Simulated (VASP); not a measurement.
Here is a VASP 6.6.1 calculation.

The input INCAR:

```
SYSTEM = TiTe2
PREC = Accurate
ENCUT = 600
EDIFF = 1E-7
ISMEAR = 1
SIGMA = 0.1
LREAL = .False.
LASPH = .True.
NELM = 80
ALGO = Normal
ISIF = 3
LWAVE = .False.
LCHARG = .False.
GGA = PS
IBRION = 2
NSW = 90
EDIFFG = -0.005
```

KPOINTS

```
Automatic mesh
0
Gamma
  12 12 6
  0 0 0
```

Contents of POSCAR:

```
TiTe2                                   
1.0
    3.6983779775      0.0000000000     -0.0000000000
   -1.8491889888      3.2028892813     -0.0000000000
   -0.0000000000     -0.0000000000      6.4405019111
  Ti              Te            
     1     2
Direct
     0.0000000000000000    1.0000000000000000    0.0000000000000000
     0.6666666667000030    0.3333333332999970    0.2674431891943121
     0.3333333332999970    0.6666666667000030    0.7325568108056879
```

Potentials or basis: VASP PAW PBE potentials, release 64 (Ti_sv, Te).

Launch:

```sh
$ cat potpaw_PBE.64/Ti_sv/POTCAR potpaw_PBE.64/Te/POTCAR > POTCAR
$ mpirun -np 1 vasp_std > vasp.out
```

Question: Estimate the relaxed volume.

Answer: 25.39 Å³/atom.

Question: Predict the band gap on the k mesh.

Answer: None (metal or under the smearing width).

Final structure:
```
Ti Te
1.0
     3.69716    0.00000    0.00000
    -1.84858    3.20184    0.00000
     0.00000    0.00000    6.43553
Ti Te
1 2
Cartesian
  -1.8486 3.2018 0.0000
  1.8486 1.0673 1.7233
  0.0000 2.1346 4.7122
```

Caveat: the PAW data sets were made with another functional, which shifts forces and pressure a little; this functional lacks dispersion, which binds the layers, so the pressure and a relaxed spacing across them are unreliable. Spin-orbit coupling is left out, which matters for the levels of Te.
